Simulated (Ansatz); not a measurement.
Molecular dynamics on a 2×2×2 supercell (16 atoms) of HgS (F-43m), relaxed with r2SCAN. Forces come from PBEsol in the PAW code Ansatz: a Nosé-Hoover thermostat at fixed volume, 1300 K, steps of 1 fs. Computed, non-magnetic; the trajectory is short and the cell small, so nothing here is a converged average.

```yaml
crystal:
  lattice:
    - [0.0, 5.9303742674, 5.9303742674]
    - [5.9303742674, 0.0, 5.9303742674]
    - [5.9303742674, 5.9303742674, 0.0]
  atoms:
    - { symbol: Hg, position: [0.0, 0.0, 0.0] }
    - { symbol: S, position: [0.125, 0.125, 0.125] }
    - { symbol: Hg, position: [0.0, 0.0, 0.5] }
    - { symbol: S, position: [0.125, 0.125, 0.625] }
    - { symbol: Hg, position: [0.0, 0.5, 0.0] }
    - { symbol: S, position: [0.125, 0.625, 0.125] }
    - { symbol: Hg, position: [0.0, 0.5, 0.5] }
    - { symbol: S, position: [0.125, 0.625, 0.625] }
    - { symbol: Hg, position: [0.5, 0.0, 0.0] }
    - { symbol: S, position: [0.625, 0.125, 0.125] }
    - { symbol: Hg, position: [0.5, 0.0, 0.5] }
    - { symbol: S, position: [0.625, 0.125, 0.625] }
    - { symbol: Hg, position: [0.5, 0.5, 0.0] }
    - { symbol: S, position: [0.625, 0.625, 0.125] }
    - { symbol: Hg, position: [0.5, 0.5, 0.5] }
    - { symbol: S, position: [0.625, 0.625, 0.625] }
kpoints:
  mp_grid: { grid: [2, 2, 2] }
hamiltonian:
  xc: pbesol
scf:
  occupations: { method: fermi_dirac, width: 0.112 }
md:
  ensemble: nvt_nose_hoover
  temperature: 1300
  timestep: 1.0
  n_steps: 20
  initial_velocities: maxwell_boltzmann
  seed: 1505
```

Run as `ansatz run input.yaml --threads 4 --pin off --max-ram 3686MiB --backend cpu --events-out ev --progress --plain --runs-dir out`. Wall time 2.4 min on 4 threads of Arm Neoverse N1, with other jobs on the host; peak host memory 1.6 GiB.

```
step  t (fs)  T (K)  free energy F from step 0 (meV/atom)  kinetic energy (meV/atom)  largest force (eV/Å)
   0       0   1300                                   0.0                      157.5                  0.00
   1       1   1299                                   0.2                      157.4                  0.10
   2       2   1295                                   0.6                      156.9                  0.21
   3       3   1289                                   1.4                      156.2                  0.30
   4       4   1280                                   2.4                      155.1                  0.40
   5       5   1269                                   3.8                      153.8                  0.48
   6       6   1256                                   5.4                      152.1                  0.57
   7       7   1240                                   7.3                      150.3                  0.65
   8       8   1223                                   9.4                      148.2                  0.73
   9       9   1203                                  11.7                      145.8                  0.80
  10      10   1183                                  14.3                      143.3                  0.87
  11      11   1160                                  17.0                      140.6                  0.93
  12      12   1136                                  19.9                      137.7                  0.99
  13      13   1111                                  22.9                      134.7                  1.05
  14      14   1086                                  26.1                      131.6                  1.10
  15      15   1059                                  29.3                      128.3                  1.15
  16      16   1032                                  32.6                      125.0                  1.20
  17      17   1004                                  36.0                      121.7                  1.24
  18      18    977                                  39.4                      118.4                  1.28
  19      19    949                                  42.8                      115.0                  1.34
  20      20    922                                  46.1                      111.8                  1.41
```

The temperature goes from 1300 K to 922 K in 20 fs. The thermostat hasn't had time to restore it. By the last step the atoms have moved 0.14 Å in the root mean square, the drift of the whole cell taken out, 0.30 Å at most.

Positions (Å) and forces (eV/Å) at step 20:
```
Hg  -0.001  -0.045   0.040     0.260   0.486  -0.212
S    1.474   1.557   1.576    -0.212  -0.282  -0.643
Hg   2.961   2.938  -0.067     0.184  -0.260   0.336
S    4.487   4.409   1.353    -0.362  -0.346   0.901
Hg   2.909   0.030   2.934     0.073   0.254  -0.026
S    4.338   1.456   4.505     0.770   0.321  -0.058
Hg   5.971   2.992   3.004    -0.298  -0.302  -0.192
S    7.542   4.406   4.399    -0.718   0.124   0.076
Hg  -0.061   2.990   2.991    -0.477  -0.621  -0.109
S    1.353   4.339   4.411     0.845   0.722   0.679
Hg   2.957   5.955   3.001    -0.530  -0.778  -0.689
S    4.322   7.222   4.442     1.085   0.740   0.527
Hg   3.010   3.050   5.889    -0.106   0.046   0.378
S    4.598   4.660   7.551    -0.873  -0.948  -0.391
Hg   5.985   5.845   5.916     0.300   0.273  -0.397
S    7.412   7.317   7.430     0.059   0.572  -0.178
```
